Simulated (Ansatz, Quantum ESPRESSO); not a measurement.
# 1T-PbI2, 1 layer: the gap with spin-orbit coupling at a withheld member of a series

Method. Quantum ESPRESSO 7.5, PBE, GBRV ultrasoft. Cell and atoms are first relaxed; each strained cell is then held and the atoms relax in it. A periodic run with 15 Å of vacuum in the starting cell gives the vacuum levels, and bands follow along a path. The bands are repeated with spin-orbit coupling and fully relativistic files. The series steps biaxial strain.

| biaxial strain | gap with spin-orbit coupling (eV) |
| --- | --- |
| -4 % | 1.860 |
| -3 % | 1.832 |
| -1 % | 1.783 |
| 0 % | 1.762 |
| 1 % | 1.743 |
| 2 % | 1.723 |
| 3 % | 1.695 |
| 4 % | 1.647 |

To predict: What is the gap with spin-orbit coupling at −2 %?

**Worked estimate.** The rows at -3 % and -1 % give a slope of (1.783 − (1.832))/(−1 − (−3)) = −0.0245, so a straight line gives 1.808 eV. A parabola through these and the row at -4 % gives 1.806 eV.

What the calculation gave: 1.806 eV. The line misses by +0.002 and the parabola by 0.000 eV. The parabola does better.

Caveats: Semilocal gaps are too small; the 1×1 cell can't ripple over many cells under compression as a free sheet would.
